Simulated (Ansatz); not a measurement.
# AlCo: the cost of one run

Method: DFT r2SCAN, scalar-relativistic, plane waves, PAW, in Ansatz 0.2.0.

### 1 The system as given

It takes space group P4/mmm (No. 123, tetragonal). The conventional cell has a = 2.597 Å, b = 2.597 Å, c = 3.404 Å, α = 90.00°, β = 90.00°, γ = 90.00°. Al (site symmetry 4/mmm) has 8 Co at 2.50 Å and 4 Al at 2.60 Å as nearest neighbours. Co (site symmetry 4/mmm) has 8 Al at 2.50 Å and 4 Co at 2.60 Å as nearest neighbours.

Coordinates:

```
CELL_PARAMETERS angstrom
2.59676 0.00000 0.00000
0.00000 2.59676 0.00000
0.00000 0.00000 3.40362
ATOMIC_POSITIONS crystal
Al 0.50000 0.50000 0.50000
Co 0.00000 0.00000 0.00000
```

This is candidate A: CuAu (L1_0) type (P4/mmm, No. 123).

(A quick probe on a coarse mesh, which set the mesh and smearing, is not shown.)

### 3 Relaxing cell and atoms (candidate A)

input.yaml reads:

```yaml
crystal:
  lattice:
    - [2.5967645682, 0.0, 0.0]
    - [0.0, 2.5967645682, 0.0]
    - [0.0, 0.0, 3.4036164162]
  atoms:
    - { symbol: Al, position: [0.5, 0.5, 0.5] }
    - { symbol: Co, position: [0.0, 0.0, 0.0], spin: 0.34 }
basis:
  ecutwfc: 500
kpoints:
  mp_grid: { grid: [22, 22, 16] }
hamiltonian:
  xc: r2scan
scf:
  occupations: { method: gaussian, width: 0.1 }
output:
  forces: true
  stress: true
  eigenvalues: true
  populations: true
magnetization:
  spin_polarized: true
relax:
  adjacent_minimum: "off"
  f_tol: 0.01
  max_steps: 80
  cell: { stress_tol: 0.05 }
```

Command:

```console
$ ansatz run input.yaml --threads 1 --pin off --max-ram 3072MiB --backend cpu --events-out ev --progress --plain --runs-dir out
```

What time and memory should one allow on 1 thread of Arm Neoverse V2, shared host?

About 16 min, with a peak of 1 GiB.
